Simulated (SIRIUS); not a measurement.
# Pb (Im-3m) in SIRIUS: notebook

One crystal, Pb, is run at these levels: PBE; tasks: single point.

All numbers are computed with SIRIUS 7.12.0; they aren't measurements. Logs are shortened: lines on timing, memory, paths and dates and some standing lists are left out, and cuts for length are marked. The log counts tension as positive stress, the text compression.

**1. The crystal as given**

Symmetry: Im-3m, No. 229, cubic system. Conventional cell: a = 3.959 Å, b = 3.959 Å, c = 3.959 Å, α = 90.00°, β = 90.00°, γ = 90.00°. Pb (site symmetry m-3m) has 8 Pb at 3.43 Å as nearest neighbours.

This isn't the form of Pb at room conditions, which is fcc.

**2. Single point, PBE**

sirius.json reads:

```json
{
  "control": {
    "processing_unit": "cpu",
    "std_evp_solver_name": "lapack",
    "gen_evp_solver_name": "lapack",
    "verbosity": 2,
    "print_forces": true,
    "ortho_rf": true,
    "use_second_variation": true,
    "rmt_max": 3.0,
    "num_bands_to_print": 24,
    "save_wf": true
  },
  "parameters": {
    "electronic_structure_method": "full_potential_lapwlo",
    "xc_functionals": ["XC_GGA_X_PBE", "XC_GGA_C_PBE"],
    "core_relativity": "dirac",
    "valence_relativity": "iora",
    "num_fv_states": 24,
    "smearing": "fermi_dirac",
    "smearing_width": 0.0003674932,
    "pw_cutoff": 20,
    "gk_cutoff": 3.4,
    "lmax_apw": 11,
    "lmax_rho": 8,
    "lmax_pot": 8,
    "num_mag_dims": 0,
    "auto_rmt": 0,
    "ngridk": [9, 9, 9],
    "shiftk": [0, 0, 0],
    "num_dft_iter": 80,
    "energy_tol": 1e-07,
    "density_tol": 1e-05,
    "use_symmetry": true
  },
  "settings": {"tol_ne": 1e-10},
  "iterative_solver": {"type": "exact"},
  "mixer": {"type": "anderson", "beta": 0.5, "max_history": 8},
  "unit_cell": {
    "lattice_vectors": [
      [-3.7410144011, 3.7410144011, 3.7410144011],
      [3.7410144011, -3.7410144011, 3.7410144011],
      [3.7410144011, 3.7410144011, -3.7410144011]
    ],
    "atom_types": ["Pb"],
    "atom_files": {"Pb": "Pb.json"},
    "atoms": {"Pb": [[0.0, 0.0, 0.0]]}
  }
}
```

Pb.json reads:

```json
{
  "name": "lead",
  "symbol": "Pb",
  "number": 82,
  "mass": 207.2,
  "rmin": 1e-06,
  "rmt": 2.65,
  "nrmt": 800,
  "rinf": 17.22,
  "core": "1s2s2p3s3p3d4s4p4d",
  "valence": [
    {"basis": [{"enu": 0.03, "dme": 0, "n": 0, "auto": 0}, {"enu": 0.03, "dme": 1, "n": 0, "auto": 0}]},
    {"l": 0, "n": 1, "basis": [{"enu": 0.0227, "dme": 0, "n": 0, "auto": 0}]},
    {"l": 1, "n": 2, "basis": [{"enu": 0.13, "dme": 0, "n": 0, "auto": 0}]},
    {"l": 2, "n": 3, "basis": [{"enu": 0.13, "dme": 0, "n": 0, "auto": 0}]},
    {"l": 3, "n": 4, "basis": [{"enu": 0.13, "dme": 0, "n": 0, "auto": 0}]},
    {"l": 4, "n": 5, "basis": [{"enu": 0.13, "dme": 0, "n": 0, "auto": 0}]}
  ],
  "lo": [
    {
      "l": 0,
      "basis": [{"enu": 0.0227, "dme": 0, "n": 0, "auto": 0}, {"enu": 0.0227, "dme": 1, "n": 0, "auto": 0}]
    },
    {
      "l": 0,
      "basis": [{"enu": -5.0161, "dme": 0, "n": 5, "auto": 1}, {"enu": -5.0161, "dme": 1, "n": 5, "auto": 1}]
    },
    {
      "l": 0,
      "basis": [{"enu": -5.0161, "dme": 1, "n": 5, "auto": 1}, {"enu": 0.0227, "dme": 0, "n": 0, "auto": 0}]
    },
    {
      "l": 0,
      "basis": [{"enu": 0.0227, "dme": 0, "n": 0, "auto": 0}, {"enu": 2.301, "dme": 0, "n": 0, "auto": 0}]
    },
    {"l": 1, "basis": [{"enu": 0.13, "dme": 0, "n": 0, "auto": 0}, {"enu": 0.13, "dme": 1, "n": 0, "auto": 0}]},
    {
      "l": 1,
      "basis": [{"enu": -2.8846, "dme": 0, "n": 5, "auto": 1}, {"enu": -2.8846, "dme": 1, "n": 5, "auto": 1}]
    },
    {
      "l": 1,
      "basis": [{"enu": -2.8846, "dme": 1, "n": 5, "auto": 1}, {"enu": 0.13, "dme": 0, "n": 0, "auto": 0}]
    },
    {"l": 1, "basis": [{"enu": 0.13, "dme": 0, "n": 0, "auto": 0}, {"enu": 2.7501, "dme": 0, "n": 0, "auto": 0}]},
    {"l": 2, "basis": [{"enu": 0.13, "dme": 0, "n": 0, "auto": 0}, {"enu": 0.13, "dme": 1, "n": 0, "auto": 0}]},
    {
      "l": 2,
      "basis": [{"enu": -0.5187, "dme": 0, "n": 5, "auto": 1}, {"enu": -0.5187, "dme": 1, "n": 5, "auto": 1}]
    },
    {
      "l": 2,
      "basis": [{"enu": -0.5187, "dme": 1, "n": 5, "auto": 1}, {"enu": 0.13, "dme": 0, "n": 0, "auto": 0}]
    },
    {"l": 2, "basis": [{"enu": 0.13, "dme": 0, "n": 0, "auto": 0}, {"enu": 3.0919, "dme": 0, "n": 0, "auto": 0}]},
    {"l": 3, "basis": [{"enu": 0.13, "dme": 0, "n": 0, "auto": 0}, {"enu": 0.13, "dme": 1, "n": 0, "auto": 0}]},
    {
      "l": 3,
      "basis": [{"enu": -4.6474, "dme": 0, "n": 4, "auto": 1}, {"enu": -4.6474, "dme": 1, "n": 4, "auto": 1}]
    },
    {
      "l": 3,
      "basis": [{"enu": -4.6474, "dme": 1, "n": 4, "auto": 1}, {"enu": 0.13, "dme": 0, "n": 0, "auto": 0}]
    },
    {"l": 3, "basis": [{"enu": 0.13, "dme": 0, "n": 0, "auto": 0}, {"enu": 3.4337, "dme": 0, "n": 0, "auto": 0}]},
    {"l": 4, "basis": [{"enu": 0.13, "dme": 0, "n": 0, "auto": 0}, {"enu": 0.13, "dme": 1, "n": 0, "auto": 0}]},
    {"l": 4, "basis": [{"enu": 0.13, "dme": 0, "n": 0, "auto": 0}, {"enu": 2.8641, "dme": 0, "n": 0, "auto": 0}]}
  ],
  "free_atom": [... radial grid and density of the free atom, the start of the SCF ...]
}
```

sirius_start.json reads:

```json
{
  "control": {
    "processing_unit": "cpu",
    "std_evp_solver_name": "lapack",
    "gen_evp_solver_name": "lapack",
    "verbosity": 1,
    "print_forces": false,
    "ortho_rf": true,
    "use_second_variation": true,
    "rmt_max": 3.0,
    "num_bands_to_print": 24,
    "save_wf": false
  },
  "parameters": {
    "electronic_structure_method": "full_potential_lapwlo",
    "xc_functionals": ["XC_LDA_X", "XC_LDA_C_PW"],
    "core_relativity": "dirac",
    "valence_relativity": "iora",
    "num_fv_states": 24,
    "smearing": "fermi_dirac",
    "smearing_width": 0.0055123983,
    "pw_cutoff": 20,
    "gk_cutoff": 2.72,
    "lmax_apw": 11,
    "lmax_rho": 8,
    "lmax_pot": 8,
    "num_mag_dims": 0,
    "auto_rmt": 0,
    "ngridk": [4, 4, 4],
    "shiftk": [0, 0, 0],
    "num_dft_iter": 30,
    "energy_tol": 0.01,
    "density_tol": 0.05,
    "use_symmetry": true
  },
  "settings": {"tol_ne": 1e-10},
  "iterative_solver": {"type": "exact"},
  "mixer": {"type": "anderson", "beta": 0.5, "max_history": 8},
  "unit_cell": {
    "lattice_vectors": [
      [-3.7410144011, 3.7410144011, 3.7410144011],
      [3.7410144011, -3.7410144011, 3.7410144011],
      [3.7410144011, 3.7410144011, -3.7410144011]
    ],
    "atom_types": ["Pb"],
    "atom_files": {"Pb": "Pb.json"},
    "atoms": {"Pb": [[0.0, 0.0, 0.0]]}
  }
}
```

Potentials or basis: all-electron FP-LAPW, apw+lo standard.

Command:

```bash
OMP_NUM_THREADS=1 sirius.scf --input=sirius_start.json --output=start.json
OMP_NUM_THREADS=1 sirius.scf --input=sirius.json --output=output.json --task=1
```

What it wrote:

```text
[info] SIRIUS version : 7.12.0
[info] number of MPI ranks           : 1
[info] MPI grid                      : 1 1
[info] maximum number of OMP threads : 1
[fft] FFT context for density and potential
[fft] =====================================
[fft]   plane wave cutoff                     : 20
[fft]   grid size                             : 45 45 45   total : 91125
[fft]   grid limits                           : -22 22   -22 22   -22 22
[fft]   number of G-vectors within the cutoff : 28435
[fft]   number of G-shells                    : 737
[fft] FFT context for coarse grid
[fft] =====================================
[fft]   plane wave cutoff                     : 6.8
[fft]   grid size                             : 18 18 18   total : 5832
[fft]   grid limits                           : -8 9   -8 9   -8 9
[fft]   number of G-vectors within the cutoff : 1061
[fft]   number of G-shells                    : 41
[unit cell] lattice vectors
[unit cell]   a1 :      -3.7410144011      3.7410144011      3.7410144011
[unit cell]   a2 :       3.7410144011     -3.7410144011      3.7410144011
[unit cell]   a3 :       3.7410144011      3.7410144011     -3.7410144011
[unit cell] reciprocal lattice vectors
[unit cell]   b1 :       0.0000000000      0.8397702646      0.8397702646
[unit cell]   b2 :       0.8397702646      0.0000000000      0.8397702646
[unit cell]   b3 :       0.8397702646      0.8397702646      0.0000000000
[unit cell] unit cell volume :       209.42481063 [a.u.^3]
[unit cell] 1/sqrt(omega)    :         0.06910125
[unit cell] MT volume        :        77.95181491 (37.22%)
[unit cell] IT volume        :       131.47299571 (62.78%)
[unit cell] number of atom types : 1
[unit cell] type id : 0 symbol : Pb mt_radius :   2.650000 num_atoms : 1
[unit cell] total number of atoms : 1
[unit cell] number of symmetry classes : 1
[unit cell] atom id  type id  class id             position                      vector_field
[unit cell] ------------------------------------------------------------------------------------------
[unit cell]      0        0        0      0.00000   0.00000   0.00000      0.00000   0.00000   0.00000
[... 312 lines left out ...]
[diagonalize] ik:    2   -4.911876   -4.506062   -4.506062   -4.506062   -4.506060   -4.506060   -4.506060   -4.506058   -2.769758   -2.769730   -2.769707   -0.407071   -0.404827   -0.400515   -0.398641   -0.397727   -0.167338    0.291872    0.417574    0.456235    0.539382    0.580191    0.638835    0.716158
[diagonalize] ik:    3   -4.911875   -4.506062   -4.506062   -4.506062   -4.506060   -4.506060   -4.506060   -4.506058   -2.769796   -2.769746   -2.769707   -0.408062   -0.405037   -0.398645   -0.397808   -0.395964   -0.124235    0.177620    0.374454    0.428203    0.511722    0.559964    0.677660    0.735798
[diagonalize] ik:    4   -4.911875   -4.506062   -4.506062   -4.506062   -4.506060   -4.506060   -4.506060   -4.506058   -2.769822   -2.769755   -2.769705   -0.408683   -0.405678   -0.398197   -0.397859   -0.392909   -0.076487    0.093226    0.350690    0.412215    0.498718    0.549862    0.721059    0.754078
[diagonalize] ...
[diagonalize] ik:   30   -4.911874   -4.506062   -4.506062   -4.506062   -4.506060   -4.506060   -4.506060   -4.506058   -2.769812   -2.769793   -2.769759   -0.404735   -0.403668   -0.401379   -0.396248   -0.393749   -0.023823    0.143674    0.206230    0.336750    0.487258    0.520875    0.650202    0.786288
[diagonalize] ik:   31   -4.911874   -4.506062   -4.506062   -4.506062   -4.506060   -4.506060   -4.506060   -4.506058   -2.769789   -2.769782   -2.769782   -0.405070   -0.403059   -0.397706   -0.397706   -0.396797   -0.052904    0.217448    0.259522    0.259522    0.419683    0.572227    0.773137    0.783674
[diagonalize] ik:   32   -4.911873   -4.506062   -4.506062   -4.506062   -4.506060   -4.506060   -4.506060   -4.506058   -2.769809   -2.769793   -2.769783   -0.406046   -0.405027   -0.397643   -0.396082   -0.393889   -0.013880    0.171240    0.237703    0.259899    0.426236    0.490975    0.761109    0.778475
[diagonalize] ik:   33   -4.911873   -4.506062   -4.506062   -4.506062   -4.506060   -4.506060   -4.506060   -4.506058   -2.769807   -2.769807   -2.769788   -0.406362   -0.406362   -0.396966   -0.394132   -0.394132    0.004808    0.189279    0.189279    0.268463    0.434374    0.434374    0.759107    0.846349
[diagonalize] ik:   34   -4.911873   -4.506062   -4.506062   -4.506062   -4.506060   -4.506060   -4.506060   -4.506058   -2.769806   -2.769804   -2.769804   -0.407345   -0.407074   -0.394263   -0.394263   -0.394099    0.018715    0.205750    0.215903    0.215903    0.394211    0.418646    0.814191    0.894743
[generate_core_charge_density] atom class : 0
[generate_core_charge_density]   n,l,k : 1 0 1  energy :       -3233.04034687
[generate_core_charge_density]   n,l,k : 2 0 1  energy :        -577.48587610
[generate_core_charge_density]   n,l,k : 2 1 1  energy :        -554.48956529
[generate_core_charge_density]   n,l,k : 2 1 2  energy :        -474.00192693
[generate_core_charge_density]   n,l,k : 3 0 1  energy :        -138.34359403
[generate_core_charge_density]   n,l,k : 3 1 1  energy :        -127.98339350
[generate_core_charge_density]   n,l,k : 3 1 2  energy :        -110.02282958
[generate_core_charge_density]   n,l,k : 3 2 2  energy :         -93.02994816
[generate_core_charge_density]   n,l,k : 3 2 3  energy :         -89.20864091
[generate_core_charge_density]   n,l,k : 4 0 1  energy :         -31.04200114
[generate_core_charge_density]   n,l,k : 4 1 1  energy :         -26.55975674
[generate_core_charge_density]   n,l,k : 4 1 2  energy :         -22.16274565
[generate_core_charge_density]   n,l,k : 4 2 2  energy :         -14.87180768
[generate_core_charge_density]   n,l,k : 4 2 3  energy :         -14.05117958
[find] Total energy                   :  -20928.25755480 (Ha),  -41856.51510961 (Ry)
[find] iteration : 1, RMS (target) : 3.4525e-01 (1.0000e-05) , energy difference (target) : 1.8344e-04 (1.0000e-07)
[find] Total energy                   :  -20928.25753917 (Ha),  -41856.51507834 (Ry)
[... 17 lines left out ...]
[find] valence_eval_sum               :     -93.15535369
[find] core_eval_sum                  :  -12853.36937929
[find] kinetic energy                 :   24360.76993683
[find] enuc                           :  -26500.51930903
[find] <rho|V^{XC}>                   :    -510.79089594
[find] <rho|E^{XC}>                   :    -390.25638765
[find] <mag|B^{XC}>                   :       0.00000000
[find] <rho|V^{H}>                    :  -36796.50377387
[find] smearing (-TS)                 :      -0.00000438
[find] SCF correction                 :       0.00011832
[find] Total energy                   :  -20928.25752847 (Ha),  -41856.51505694 (Ry)
[find] Free energy (E-TS)             :  -20928.25753285 (Ha),  -41856.51506569 (Ry)
[find] band gap (eV)                  :       0.00000000
[find] Efermi                         :       0.23503229
[find] iteration : 6, RMS (target) : 2.0324e-06 (1.0000e-05) , energy difference (target) : -1.0190e-08 (1.0000e-07)
[find] converged after 7 SCF iterations!
[find] Charges and magnetic moments
[find] --------------------------------------------------------------------------------
[find] atom      charge    core leakage
[find] --------------------------------------------------------------------------------
[find]    0   79.979248    8.143587e-10
[find] total core leakage    : 8.14358698e-10
[find] interstitial charge   : 2.020749
[find] total charge          : 81.999997
[find] Energy
[find] --------------------------------------------------------------------------------
[find] valence_eval_sum               :     -93.15535369
[find] core_eval_sum                  :  -12853.36937929
[find] kinetic energy                 :   24360.76993683
[find] enuc                           :  -26500.51930903
[find] <rho|V^{XC}>                   :    -510.79089594
[find] <rho|E^{XC}>                   :    -390.25638765
[find] <mag|B^{XC}>                   :       0.00000000
[find] <rho|V^{H}>                    :  -36796.50377387
[find] smearing (-TS)                 :      -0.00000438
[find] SCF correction                 :       0.00011832
[find] Total energy                   :  -20928.25752847 (Ha),  -41856.51505694 (Ry)
[find] Free energy (E-TS)             :  -20928.25753285 (Ha),  -41856.51506569 (Ry)
[find] band gap (eV)                  :       0.00000000
[find] Efermi                         :       0.23503229
[ground_state]
[ground_state] ==== total Forces in Ha/bohr =====
[ground_state] atom:    0, force:       0.0000000      0.0000000      0.0000000
[ground_state] ==== contribution from density =====
[ground_state] atom:    0, force:       0.0000000      0.0000000      0.0000000
[ground_state] ==== contribution from Hartree potential =====
[ground_state] atom:    0, force:       0.0000000      0.0000000      0.0000000
[ground_state] ==== contribution from IBS =====
[ground_state] atom:    0, force:       0.0000000      0.0000000      0.0000000
```

Wall time 33 s (1 thread of Intel Xeon 6975P-C (Granite Rapids), shared host); peak memory 0.38 GiB.

What came out:

| Property | Result |
| --- | --- |
| Free energy | -569486.8992 eV |
| Band gap on the k mesh | none (metal or under the smearing width) |
| All electrons inside the program's atomic spheres | Pb 79.98 (radii Pb 2.65 bohr) |

Levels at points of the mesh, in eV from the Fermi level:
| k point | band 16 | band 17 | band 18 | band 19 | band 20 | band 21 |
| --- | --- | --- | --- | --- | --- | --- |
| (0.00, 0.00, 0.00) | -17.02 | -11.73 | 7.32 | 7.32 | 7.32 | 10.94 |

**3. Single point, PBE**

Edit sirius.json of step 2 so:

```diff
@@ -20,3 +20,3 @@
     "smearing": "fermi_dirac",
-    "smearing_width": 0.0003674932,
+    "smearing_width": 0.0011024797,
     "pw_cutoff": 20,
```

Pb.json is that of step 2.

sirius_start.json is that of step 2.

Potentials or basis: all-electron FP-LAPW, apw+lo standard.

Command:

```bash
OMP_NUM_THREADS=1 sirius.scf --input=sirius_start.json --output=start.json
OMP_NUM_THREADS=1 sirius.scf --input=sirius.json --output=output.json --task=1
```

Wall time 33 s (1 thread of Intel Xeon 6975P-C (Granite Rapids), shared host); peak memory 0.38 GiB.

Results (log left out):

```
Free energy                                       : -569486.8995 eV
Band gap on the k mesh                            : none (metal or under the smearing width)
All electrons inside the program's atomic spheres : Pb 79.98 (radii Pb 2.65 bohr)
```

Levels at points of the mesh, in eV from the Fermi level:
| k point | band 14 | band 15 | band 16 | band 17 | band 18 | band 19 | band 20 | band 21 | band 22 | band 23 |
| --- | --- | --- | --- | --- | --- | --- | --- | --- | --- | --- |
| (0.00, 0.00, 0.00) | -17.19 | -16.96 | -16.96 | -11.67 | 7.38 | 7.38 | 7.38 | 11.00 | 11.00 | 11.00 |

Spin-orbit coupling is left out, which matters for the levels of Pb.
